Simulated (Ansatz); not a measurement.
A run of Ansatz 0.2.0 is set up as follows.

The input input.yaml:

```yaml
crystal:
  lattice:
    - [0.0, 1.980509, 1.9609]
    - [1.980509, 0.0, 1.9609]
    - [1.980509, 1.980509, 0.0]
  atoms:
    - { symbol: Pt, position: [0.0, 0.0, 0.0] }
hamiltonian:
  xc: pbe
  pseudopotentials: { kind: paw }
kpoints:
  mp_grid: { grid: [12, 12, 12] }
scf:
  occupations: { method: fermi_dirac, width: 0.05 }
output:
  forces: true
  stress: true
  eigenvalues: true
```

Potentials or basis: Ansatz PAW.

The run is started by

```sh
$ ansatz run input.yaml --threads 2 --pin off --max-ram 5632MiB --backend cpu --events-out ev --progress --plain --runs-dir out
```

Q: What does it give for the pressure?

A: 4.6 GPa.

Q: Predict the band gap on the k mesh.

A: None (metal or under the smearing width).

Stress tensor (GPa, compression positive):
```
4.35 0.00 0.00
0.00 4.35 0.00
0.00 0.00 4.96
```

The run has no spin-orbit coupling, so splittings on Pt are missing.
